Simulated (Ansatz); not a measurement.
# Si: the cost of one run

Program: Ansatz 0.2.0. Level of theory: DFT PBE, scalar-relativistic, plane waves, PAW. These are calculated values, not measurements.

## (1) The starting structure

It takes space group Immm (No. 71, orthorhombic). Conventional cell: a = 3.961 Å, b = 4.501 Å, c = 5.341 Å, α = 90.00°, β = 90.00°, γ = 90.00°. Around Si (site symmetry mm2) lie 2 Si at 2.54 to 2.80 Å.

Structure file:

```
CELL_PARAMETERS angstrom
-1.98061 2.25073 2.67056
1.98061 -2.25073 2.67056
1.98061 2.25073 -2.67056
ATOMIC_POSITIONS crystal
Si 0.76217 0.26217 0.50000
Si 0.23783 0.73783 0.50000
```

A structure generator made this guess: random cell by space group and Wyckoff sites (Immm, No. 71). Lengths come from tabulated atomic sizes and are only a guess.

## (2) A first look at the guess

input.yaml

```yaml
crystal:
  lattice:
    - [-1.98061497, 2.25073476, 2.67056331]
    - [1.98061497, -2.25073476, 2.67056331]
    - [1.98061497, 2.25073476, -2.67056331]
  atoms:
    - { symbol: Si, position: [0.762173, 0.262173, 0.5] }
    - { symbol: Si, position: [0.237827, 0.737827, 0.5] }
basis:
  ecutwfc: 420
kpoints:
  mp_grid: { grid: [6, 6, 6] }
hamiltonian:
  xc: pbe
scf:
  occupations: { method: gaussian, width: 0.1 }
  lower_state_search: "off"
output:
  forces: true
  stress: true
  eigenvalues: true
```

On the command line:

```console
> ansatz run input.yaml --threads 1 --pin off --max-ram 2560MiB --backend cpu --events-out ev --progress --plain --runs-dir out
```

What time and memory should one allow on 1 thread of Intel Xeon at 2.50GHz (Skylake/Cascade Lake), shared host?

About 2.6 s, with a peak of 0.31 GiB.
